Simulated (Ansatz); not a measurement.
Something may be wrong with this Ansatz 0.2.0 calculation of PbF2 (Fluorocronite).

The input input.yaml:

```yaml
crystal:
  lattice:
    - [0.0, 2.96366, 2.96366]
    - [2.96366, 0.0, 2.96366]
    - [2.96366, 2.96366, 0.0]
  atoms:
    - { symbol: Pb, position: [0.0, 0.0, 0.0] }
    - { symbol: F, position: [0.75, 0.75, 0.75] }
    - { symbol: F, position: [0.25, 0.25, 0.25] }
hamiltonian:
  xc: r2scan
  pseudopotentials: { kind: paw }
kpoints:
  mp_grid: { grid: [8, 8, 8] }
scf:
  occupations: { method: fermi_dirac, width: 0.05 }
  max_iter: 60
output:
  forces: true
  stress: true
  eigenvalues: true
relax:
  f_tol: 0.01
  max_steps: 40
  cell: { stress_tol: 0.05 }
ecutwfc: 400
```

Potentials or basis: Ansatz PAW.

The run is started by

```console
$ ansatz run input.yaml --threads 2 --pin off --max-ram 5632MiB --backend cpu --events-out ev --progress --plain --runs-dir out
```

Output:

```text
Error: YAML parse error: error: line 26 column 1: unknown field `ecutwfc`, expected one of crystal, accuracy, basis, kpoints, hamiltonian, magnetization, projection, total_charge, correlation, batch, efield, external_charges, scf, relax, neb, saddle, md, ramp, phonons, dielectric, real_time, elastic, magnetic_configurations, gw, evaluate, workflow, output, checkpoint, execution
  --> <input>:26:1
   |
24 |   max_steps: 40
25 |   cell: { stress_tol: 0.05 }
26 | ecutwfc: 400
   | ^ unknown field `ecutwfc`, expected one of crystal, accuracy, basis, kpoints, hamiltonian, magnetization, projection, total_charge, correlation, batch, efield, external_charges, scf, relax, neb, saddle, md, ramp, phonons, dielectric, real_time, elastic, magnetic_configurations, gw, evaluate, workflow, output, checkpoint, execution
```

Problem. How did it end, and where is the flaw?

Solution. The input was rejected before any iteration. The input holds a flaw that was put in on purpose: a keyword of another program (ecutwfc = 400).

A sound run on the same cell differs in these lines of the main input:
```diff
@@ -17 +16,0 @@
-  max_iter: 60
@@ -26 +24,0 @@
-ecutwfc: 400
```
